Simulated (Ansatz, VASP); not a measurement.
**ZnSe in VASP and in Ansatz**

File INCAR:

```
SYSTEM = ZnSe
PREC = Accurate
ENCUT = 520
EDIFF = 1E-7
ISMEAR = -1
SIGMA = 0.08
LREAL = .FALSE.
LASPH = .TRUE.
NELM = 100
ALGO = Normal
ISIF = 2
LWAVE = .FALSE.
LCHARG = .FALSE.
GGA = PE
NBANDS = 16
```

File KPOINTS:

```
Automatic mesh
0
G
  13 13 13
  0 0 0
```

The input POSCAR:

```
ZnSe
1.0
    0.0000000000      2.6293003445      2.6293003445
    2.6293003445      0.0000000000      2.6293003445
    2.6293003445      2.6293003445      0.0000000000
Zn Se
1 1
Direct
    0.0000000000      0.0000000000      0.0000000000
    0.5000000000      0.5000000000      0.5000000000
```

Input for Ansatz:

```yaml
crystal:
  lattice:
    - [0.0, 2.6293003445, 2.6293003445]
    - [2.6293003445, 0.0, 2.6293003445]
    - [2.6293003445, 2.6293003445, 0.0]
  atoms:
    - { symbol: Zn, position: [0.0, 0.0, 0.0] }
    - { symbol: Se, position: [0.5, 0.5, 0.5] }
kpoints:
  mp_grid: { grid: [13, 13, 13] }
scf:
  occupations: { method: fermi_dirac, width: 0.08 }
hamiltonian:
  xc: pbe
  pseudopotentials: { kind: all_electron, lapw: { basis_error: 0.0005 } }
output:
  forces: true
  stress: true
  eigenvalues: true
```

Change from the starting cell: volume scaled by 0.9405.

Alike in both runs: task single point; functional PBE; k mesh 13 × 13 × 13; occupations fermi-dirac, width 0.08 eV; no spin polarisation.

```csv
,VASP,Ansatz
version,VASP 6.6.1,Ansatz 0.2.0
potentials or method,"VASP PAW PBE potentials, release 64 (Zn, Se)","all-electron LAPW, scalar-relativistic"
plane-wave cutoff (eV),520,see its input
```

VASP gave:

| Quantity | Value |
| --- | --- |
| pressure (GPa) | 5.3 |

Question: What did Ansatz give for the same quantities?

Answer: Pressure (GPa): 5.0.

Ansatz ran all-electron here, so the differences hold the error of VASP's frozen core and of both bases.
